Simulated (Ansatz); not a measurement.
A relaxation of cell and atoms of GaAs, h-MgO type with the PAW code Ansatz, at the level r2SCAN. It starts from the PBE minimum.

```yaml
crystal:
  lattice:
    - [4.3259134247, 0.0, 0.0]
    - [-2.1629567124, 3.7463509203, 0.0]
    - [0.0, 0.0, 5.7963871008]
  atoms:
    - { symbol: Ga, position: [0.3333333333, 0.6666666667, 0.25] }
    - { symbol: Ga, position: [0.6666666667, 0.3333333333, 0.75] }
    - { symbol: As, position: [0.6666666667, 0.3333333333, 0.25] }
    - { symbol: As, position: [0.3333333333, 0.6666666667, 0.75] }
kpoints:
  mp_grid: { grid: [6, 6, 4] }
hamiltonian:
  xc: r2scan
scf:
  occupations: { method: fermi_dirac, width: 0.02 }
relax:
  f_tol: 0.005
  cell: {}
```

Some lines of the output have been replaced by numbered gaps.
```
Pseudopotential: Ga, paw, valence charge 13, recommended cutoff 500 eV (meta_gga)
Pseudopotential: As, paw, valence charge 15, recommended cutoff 500 eV (meta_gga)
Functional definition: r2SCAN
Crystal: 4 atoms, lattice volume = 93.939 Å³
[1]
Bands: 34, of which v1, the nominal top of the filled ones, is band 28 counted from 1 (27 counted from 0)
Symmetry: 24 space group operations
Space group: P63/mmc (ITA 194)
[2]
preconditioner: auto → LDOS  [σ=0.020 eV  ℏωp=23.0 eV  β→1.0]
relax step 1: F+E_penalty+E_count = -17309.90188856 eV  P = -2.605 GPa  Ω = 93.939 Å³
--- Relaxed structure (4 steps of the walk, 4 accepted, 1 SCFs on fresh bases) ---
[3]
```

**Question.** Give the withheld lines. They hold the relaxed structure, the count of irreducible k points, cutoff and plane waves at Γ.

**Answer.**
```
[1]
Basis set: ecut = 500 eV, 2367 PW (Γ)
[2]
k-points: 21 of 144
[3]
  F+E_penalty+E_count = -17309.93786277 eV
  cell:  # Å, volume = 90.2980 Å³
    - [4.249755, 0.000000, 0.000000]
    - [-2.124878, 3.680396, 0.000000]
    - [0.000000, 0.000000, 5.773241]
  atoms:
    - { symbol: Ga, position: [0.333333, 0.666667, 0.250000] }
    - { symbol: Ga, position: [0.666667, 0.333333, 0.750000] }
    - { symbol: As, position: [0.666667, 0.333333, 0.250000] }
    - { symbol: As, position: [0.333333, 0.666667, 0.750000] }
```
Only the leading digits can be foreseen; the rest is this run's record.

The walk took 4 steps and changed the volume by -3.9 %. The last SCF, on a fresh basis, lies 9.0 meV an atom below the first. Final cell: space group P6_3/mmc (No. 194), hexagonal; a = 4.250 Å, c = 5.773 Å in the conventional setting, 22.57 Å³ an atom. Ga is surrounded by 5 As at 2.45–2.89 Å; As is surrounded by 5 Ga at 2.45–2.89 Å.

Run as `ansatz run input.yaml --threads 2 --pin off --max-ram 2211MiB --backend cpu --events-out ev --progress --plain --runs-dir out`.

**Question.** What wall time did it need on 2 threads of Intel(R) Xeon(R) Processor @ 2.50GHz (Skylake/Cascade Lake) (shared host), load about 0.9 per core, and how much host memory at the peak?

**Answer.** About 50 s, with a peak of 0.64 GiB.

Spin-unpolarised throughout. Whether this structure exists isn't addressed.

The runs are scalar-relativistic, without spin-orbit coupling.
